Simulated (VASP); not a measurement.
Write the native input for VASP 6.6.1 that does the following.

```yaml
Task: single point
Functional: PBEsol
Potentials_or_basis: VASP PAW PBE potentials, release 64 (Se)
Cutoff: 520 eV
k_mesh: 14 × 14 × 14
Occupations: gaussian, width 0.15 eV
Spin: no spin polarisation
Dipole_correction: no
Further_INCAR_settings: ALGO = Normal; EDIFF = 1e-07; NBANDS = 13
```

The structure of Se lies in POSCAR:

```
Se
1.0
    0.0000000000      3.1255665700      3.1255665700
    3.1255665700      0.0000000000      3.1255665700
    3.1255665700      3.1255665700      0.0000000000
Se
2
Direct
    0.5000000000      0.5000000000      0.5000000000
    0.7500000000      0.7500000000      0.7500000000
```

This isn't the form of Se at room conditions, which is trigonal, of chains.

The input as run:

INCAR

```
PREC = Accurate
ENCUT = 520
EDIFF = 1E-7
ISMEAR = 0
SIGMA = 0.15
LREAL = F
LASPH = T
NELM = 100
ALGO = Normal
ISIF = 2
LWAVE = F
LCHARG = F
GGA = PS
NBANDS = 13
```

KPOINTS

```
Automatic mesh
0
Gamma
  14 14 14
```

Potentials or basis: VASP PAW PBE potentials, release 64 (Se).

The run is started by

```console
$ cat potpaw_PBE.64/Se/POTCAR > POTCAR
$ mpirun -np 1 vasp_std > vasp.out
```

It gave:

| Property | Result |
| --- | --- |
| Pressure | -0.5 GPa |
| Band gap on the k mesh | none (metal or under the smearing width) |

Caveat: the PAW data sets were made with another functional, which shifts forces and pressure a little.

It took 100 s on 1 thread of Intel(R) Xeon(R) Platinum 8375C CPU @ 2.90GHz (Ice Lake), on a shared host, peak memory 0.23 GiB.
